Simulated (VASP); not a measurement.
Ta2C:

```xyz
3
Lattice="3.1059 0.0000 0.0000 -1.5530 2.6898 0.0000 0.0000 0.0000 4.9464" Properties=species:S:1:pos:R:3 pbc="T T T"
Ta    1.5530    0.8966    3.6999
Ta    0.0000    1.7932    1.2465
C     0.0000    0.0000    0.0000
```

| Quantity | Value |
| --- | --- |
| Program | VASP 6.6.1 |
| Task | relaxation of cell and atoms |
| Functional | LDA |
| Potentials or basis | VASP PAW LDA potentials, release 64 (Ta_pv, C) |
| Cutoff | 600 eV |
| k mesh | 8 × 8 × 6 |
| Occupations | fermi-dirac, width 0.05 eV |
| Spin | no spin polarisation |

At the start: pressure -7.0 GPa; volume 13.77 Å³/atom.

Where does the relaxation end?

Over 6 steps the energy falls by 8.1 meV/atom and the volume is 13.42 Å³/atom (-2.6 %); space group P-3m1 (No. 164, to 0.05 Å).

Step by step:
| step | energy change (eV) | largest force (eV/Å) | pressure (GPa) | volume (Å³) |
| --- | --- | --- | --- | --- |
| 1 | 0.0000 | 0.0184 | -7.01 | 41.32 |
| 2 | 0.1427 | 0.9748 | 22.11 | 37.82 |
| 3 | -0.0223 | 0.2194 | -0.19 | 40.35 |
| 4 | -0.0223 | 0.2250 | -0.02 | 40.33 |
| 5 | -0.0241 | 0.0394 | 0.01 | 40.24 |
| 6 | -0.0242 | 0.0002 | 0.00 | 40.25 |

Final structure:
```xyz
3
Lattice="3.0815 0.0000 0.0000 -1.5408 2.6687 0.0000 0.0000 0.0000 4.8944" Properties=species:S:1:pos:R:3 pbc="T T T"
Ta    1.5408    0.8896    3.6533
Ta    0.0000    1.7791    1.2411
C     0.0000    0.0000    0.0000
```
